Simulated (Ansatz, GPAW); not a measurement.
# One calculation of In, 3 ways

```
In
1.0
    -1.62547    1.62547    2.47370
     1.62547   -1.62547    2.47370
     1.62547    1.62547   -2.47370
In
1
Direct
  0.00000 0.00000 0.00000
```

Alike in all runs: task single point; functional RPBE; k mesh 11 × 11 × 11; occupations gaussian, width 0.02 eV; no spin polarisation; no spin-orbit coupling. Pressure is positive in compression and, in plane waves, holds the error of the finite cutoff, which Ansatz's Pulay term estimates and takes out.

| program and potentials | plane-wave cutoff (eV) | notes | pressure (GPa) |
| --- | --- | --- | --- |
| Ansatz, Ansatz PAW | 420 | potentials made for PBE, which Ansatz adapts in part; Pulay term of +0.05 GPa included | 3.71 |
| GPAW, the program's PAW data sets (release 1.2.1) made for this functional | 600 | - | 3.33 |
| Ansatz, all-electron LAPW, scalar-relativistic | - | - | 3.71 |

The pressure spans 3.33 (GPAW, the program's PAW data sets (release 1.2.1) made for this functional) to 3.71 GPa (Ansatz, Ansatz PAW), with all-electron results at 3.71. Some sets were made for another functional than the one run, which can shift their rows.

The functional is the same throughout but for its coding, so the spread measures potentials, basis and numerics; runs on potential files found faulty are left out.

All three calculations put indium under compression at this cell, which lies close to the measured body-centred tetragonal structure. RPBE would therefore relax to a larger volume, as expected of a functional whose strong gradient enhancement of exchange favours inhomogeneous density and weakens the cohesion supplied by the delocalised 5s and 5p electrons. Because indium is a soft metal, even a pressure of a few GPa corresponds to a noticeable expansion.

The Ansatz PAW result coincides with the all-electron value of 3.71 GPa, so the use of PBE potentials leaves no visible net error here, though compensating errors remain possible. GPAW is lower at 3.33 GPa despite its matching data set, probably through the construction of that set, including its treatment of the 4d shell, or a residual basis error. This difference doesn't alter the sign of the pressure or the conclusion that RPBE underbinds the metal. Pressure alone, being an average over the stress components, doesn't show whether RPBE would preserve the tetragonal axial ratio.
